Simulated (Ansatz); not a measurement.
The cell is COD entry 9008501, as deposited and not checked against the literature; nothing was relaxed. The listed cell was then made from it by scaling, straining or moving an atom.

Hf: DFT, PBE, PAW with Ansatz's default frozen-core files, scalar-relativistic (Ansatz 0.2.0). What sets it apart from a plain run of this crystal: equal xx and yy strain of +2 %.

Command: `ansatz run input.yaml --threads 1 --pin off --max-ram 3072MiB --backend cpu --events-out ev --progress --plain --runs-dir out` The run took 4.3 s on 1 thread of Intel(R) Xeon(R) 6975P-C (Granite Rapids), on a shared host, peak memory 0.46 GiB.

```yaml
crystal:
  lattice:
    - [3.2606324947, 0.0, 0.0]
    - [-1.6303162473, 2.8237905728, 0.0]
    - [0.0, 0.0, 5.0578]
  atoms:
    - { symbol: Hf, position: [0.3333333333, 0.6666666667, 0.25] }
    - { symbol: Hf, position: [0.6666666667, 0.3333333333, 0.75] }
kpoints:
  mp_grid: { grid: [13, 13, 7] }
scf:
  occupations: { method: fermi_dirac, width: 0.05 }
hamiltonian:
  xc: pbe
  pseudopotentials: { kind: paw }
output:
  forces: true
  stress: true
  eigenvalues: true
  efg: { contact_densities: true }
```

Output (standing set-up lines are left out):

```
Crystal: 2 atoms, lattice volume = 46.569 Å³
Basis set: ecut = 420 eV, 929 PW (Γ), exchange–correlation on 48×48×72 points (8 copies of the dense FFT grid, shifted against one another)
SCF iter   1: F=—  HF=-31442.710732 eV  |F-HF|=—  |Δ(HF+E_count)|=         —  Δρ=3.15e-3  dr2=2.73e-3  ethr=1.77e-3  ⟨swp⟩=4.7  Hψ=8896  notcnv=0
preconditioner: auto → Kerker (q_TF=auto, 2.779 Å⁻¹)  [metal: Δε(μ)=0.016 eV  Ē_g=17.545 eV  σ=0.050 eV  W_gap=0.08  n_scr=22 (ndim 8)  ℏωp=37.7 eV  f_vac=0.000  D(μ)=1.45/eV (n_scr^D=8)]
SCF iter   2: F=—  HF=-31442.711079 eV  |F-HF|=—  |Δ(HF+E_count)|=   3.47e-4  Δρ=1.98e-3  dr2=1.21e-3  ethr=5.25e-6  ⟨swp⟩=2.2  Hψ=4725  notcnv=0  defer=1
SCF iter   3: F=—  HF=-31442.711194 eV  |F-HF|=—  |Δ(HF+E_count)|=   1.15e-4  Δρ=3.04e-4  dr2=4.04e-5  ethr=2.32e-6  ⟨swp⟩=2.0  Hψ=3024  notcnv=0  defer=1
SCF iter   4: F=—  HF=-31442.711217 eV  |F-HF|=—  |Δ(HF+E_count)|=   2.30e-5  Δρ=1.29e-4  dr2=5.04e-6  ethr=7.76e-8  ⟨swp⟩=2.1  Hψ=4918  notcnv=0  defer=1
SCF iter   5: F=—  HF=-31442.711210 eV  |F-HF|=—  |Δ(HF+E_count)|=   6.68e-6  Δρ=5.10e-5  dr2=6.17e-7  ethr=9.69e-9  ⟨swp⟩=2.8  Hψ=5239  notcnv=0  defer=1
SCF iter   6: F=-31442.711210 eV  HF=-31442.711210 eV  |F-HF|=1.01e-8  |Δ(HF+E_count)|=   2.15e-7  Δρ=1.63e-5  dr2=7.51e-8  ethr=1.92e-10  ⟨swp⟩=7.0  Hψ=13783  notcnv=0
SCF 1 converged in 6 iterations: F = -31442.711210 eV  dr2 = 7.51e-8
  greatest PAW one-centre occupation: 0.998 electrons in one spin orbital (limit 2), on the Hf atom at site 1 (counted from 0), in its partial waves of l = 0
SCF converged after 6 iterations
Free energy (F): -31442.711210 eV
Harris-Foulkes:  -31442.711210 eV  (|F-HF|=1.01e-8)
Internal energy: -31442.698939 eV  (E = F + TS)
E sigma→0 (E₀):  -31442.705075 eV
Entropy (-TS):   -0.012272 eV (-6.136 meV/atom)
Fermi energy:    19.056931 eV
--- Per-component energies (eV) ---
  E_band       = 23.324659
  E_kinetic    = 845.393828
  E_local      = -10359.052481  (includes V_loc(G=0)·N_el)
  E_nonlocal   = -2489.026566
  E_hartree    = 4855.826113
  E_xc         = -599.197683
  E_vxc        = -531.016457  (∫ρ·V_xc dr)
  E_paw        = -13854.927027  (= ΣΔE_a)
  E_vpaw       = 2845.385691  (= ΣTr[D̂ρ^β])
  E_aug_tail   = -0.000003  (compensation charges beyond the density's cutoff)
  E_ewald      = -9841.715120
  E_smearing   = -0.012272  (= −TS)
  E_closure    = -0.000000  (closes the sum)
  Σ components = -31442.711210   (vs F -31442.711210, Δ=0.00e0)
--- Forces (eV/Å), atoms counted from 1 ---
  atom   1  Hf    -0.00000000    -0.00000000     0.00000000
  atom   2  Hf     0.00000000     0.00000000     0.00000000
  max |Σ_I F_I| component: 1.85e-17 eV/Å
--- Stress (GPa, compression-positive) ---
       -3.926378       0.000000       0.000000
        0.000000      -3.926378       0.000000
        0.000000       0.000000      -1.829439
  P = ⅓ Tr σ = -3.2274 GPa (-32.274 kbar)
--- PAW observables at the nuclei: V_zz in 10²¹ V/m², potentials from the cell's mean, atoms counted from 1 ---
  atom   1  Hf V_zz =    +9.637688   η = 0.0000   by run symmetry: allowed
            electrostatic potential = -14182.525956 V   contact ρ = 7528678.873095 e/Å³
  atom   2  Hf V_zz =    +9.637688   η = 0.0000   by run symmetry: allowed
            electrostatic potential = -14182.525956 V   contact ρ = 7528678.873095 e/Å³
--- Band table (eV; the first three rows and the last of 84) ---
  k-point 0: bands = ["-42.9740", "-42.9095", "-12.0598", "-11.4090", "-11.4090", "-11.2835", "-11.2835", "-11.2672", "7.0527", "7.0829", "7.0829", "7.0848", "7.0848", "7.0905", "7.0957", "7.0957", "7.0971", "7.1030", "7.1182", "7.1182", "7.1583", "7.1620", "11.8071", "15.5054", "19.7123", "20.1666", "20.1666", "20.6548", "20.9951", "20.9951", "21.4488", "21.4488"]
  k-point 1: bands = ["-42.9708", "-42.9127", "-12.0229", "-11.4029", "-11.4029", "-11.3091", "-11.2898", "-11.2898", "7.0536", "7.0738", "7.0738", "7.0898", "7.0898", "7.0906", "7.0923", "7.0964", "7.0964", "7.1064", "7.1219", "7.1219", "7.1585", "7.1619", "11.9917", "15.3994", "19.4607", "20.0474", "20.0474", "20.4889", "20.8318", "20.8318", "21.7694", "21.7694"]
  k-point 2: bands = ["-42.9619", "-42.9217", "-11.9183", "-11.4247", "-11.3856", "-11.3856", "-11.3073", "-11.3073", "7.0565", "7.0679", "7.0679", "7.0796", "7.0796", "7.0805", "7.0969", "7.1081", "7.1091", "7.1091", "7.1262", "7.1262", "7.1590", "7.1613", "12.5210", "14.9894", "19.1084", "19.9138", "19.9138", "20.0562", "20.4787", "20.4787", "22.4744", "22.4744"]
  k-point 83: bands = ["-42.9121", "-42.9108", "-11.8772", "-11.8695", "-11.6844", "-11.6282", "-11.3984", "-11.3865", "7.0755", "7.0806", "7.0820", "7.0847", "7.0915", "7.0935", "7.0999", "7.1007", "7.1020", "7.1050", "7.1088", "7.1099", "7.1430", "7.1431", "17.0669", "17.1222", "17.8015", "17.8745", "18.7501", "18.8968", "21.2552", "21.8436", "23.8487", "23.9979"]
```
